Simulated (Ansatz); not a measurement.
# Tl3W: the cost of one run

Program: Ansatz 0.2.0. Level of theory: DFT PBE, scalar-relativistic, plane waves, PAW. These are calculated values, not measurements.

### Step 1. The system as given

Symmetry: Pm-3n, No. 223, cubic system. Conventional cell: a = 5.982 Å, b = 5.982 Å, c = 5.982 Å, α = 90.00°, β = 90.00°, γ = 90.00°. Tl (site symmetry -4m2) is surrounded by 2 Tl at 2.99 Å and 4 W at 3.34 Å. Around W (site symmetry m-3) lie 12 Tl at 3.34 Å.

Structure file:

```
CELL_PARAMETERS angstrom
5.98215 0.00000 0.00000
0.00000 5.98215 0.00000
0.00000 0.00000 5.98215
ATOMIC_POSITIONS crystal
Tl 0.00000 0.50000 0.25000
Tl 0.00000 0.50000 0.75000
Tl 0.25000 0.00000 0.50000
Tl 0.75000 0.00000 0.50000
Tl 0.50000 0.75000 0.00000
Tl 0.50000 0.25000 0.00000
W 0.00000 0.00000 0.00000
W 0.50000 0.50000 0.50000
```

This is candidate A: A15 type (Pm-3n, No. 223).

(A quick probe on a coarse mesh, which set the mesh and smearing, is not shown.)

### Step 3. A loose first relaxation (candidate A)

input.yaml

```yaml
crystal:
  lattice:
    - [5.982150803, 0.0, 0.0]
    - [0.0, 5.982150803, 0.0]
    - [0.0, 0.0, 5.982150803]
  atoms:
    - { symbol: Tl, position: [0.0, 0.5, 0.25] }
    - { symbol: Tl, position: [0.0, 0.5, 0.75] }
    - { symbol: Tl, position: [0.25, 0.0, 0.5] }
    - { symbol: Tl, position: [0.75, 0.0, 0.5] }
    - { symbol: Tl, position: [0.5, 0.75, 0.0] }
    - { symbol: Tl, position: [0.5, 0.25, 0.0] }
    - { symbol: W, position: [0.0, 0.0, 0.0] }
    - { symbol: W, position: [0.5, 0.5, 0.5] }
basis:
  ecutwfc: 420
kpoints:
  mp_grid: { grid: [4, 4, 4] }
hamiltonian:
  xc: pbe
scf:
  occupations: { method: gaussian, width: 0.1 }
  lower_state_search: "off"
output:
  forces: true
  stress: true
  eigenvalues: true
relax:
  adjacent_minimum: "off"
  f_tol: 0.04
  max_steps: 70
  cell: { stress_tol: 0.4 }
```

Run with:

```
> ansatz run input.yaml --threads 1 --pin off --max-ram 2560MiB --backend cpu --events-out ev --progress --plain --runs-dir out
```

Q: Estimate wall time and peak memory on 1 thread of Arm Neoverse V2, shared host.

About 36 s, with a peak of 0.48 GiB.
